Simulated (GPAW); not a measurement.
Runs of GPAW 26.7.0 on BP. The structure is cubic, space group F-43m (No. 216). Conventional cell: a = 4.538 Å, b = 4.538 Å, c = 4.538 Å, α = 90.00°, β = 90.00°, γ = 90.00°. Around P (site symmetry -43m) lie 4 B at 1.97 Å. Around B (site symmetry -43m) lie 4 P at 1.97 Å. 

```csv
task,level,potentials or basis,cell,optimizer,fmax,max steps,convergence,eigensolver,gap on the mesh (eV),pressure (GPa),relaxed volume (Å³/atom)
relaxation of cell and atoms,RPBE+D3(BJ),"the program's PAW data sets (release 1.2.1) made for this functional, pw",relaxed,LBFGS,0.02 eV/Å,100,density=1e-05 forces=0.0001,-,1.12,-0.1,(b)
relaxation of cell and atoms,PBEsol+D4,"PAW data sets generated in the run's folder for this functional, pw",relaxed,BFGS,0.05 eV/Å,40,density=1e-05 forces=0.0001,-,1.10,0.1,11.37
relaxation of cell and atoms,BLYP+D4,"PAW data sets generated in the run's folder for this functional, pw",relaxed to 5 GPa,LBFGS,0.02 eV/Å,60,density=1e-05 forces=0.0001,davidson,1.45,5.0,-
relaxation of cell and atoms,BLYP+D3(BJ),"PAW data sets generated in the run's folder for this functional, pw",relaxed,BFGS,0.02 eV/Å,40,density=1e-05 forces=0.0001,davidson,1.49,0.0,(a)
band structure,vdW-DF2,"GPAW PAW data sets (gpaw-data 1.2.1), pw",as given,-,-,-,-,-,1.65,-,-
```

Alike in all rows: no spin polarisation; k mesh 10 × 10 × 10; cutoff (eV) 800; smearing fermi-dirac 0.05 eV.

**Question.** Estimate the missing entries.

**Answer.** (a) 11.44; (b) 10.63.

Caveats: later steps reuse the first step's grids (some runs); the PAW data sets were made with another functional, which shifts forces and pressure a little (some runs).

A k mesh can miss the band edges.

Runs at the PBE level aren't shown here.
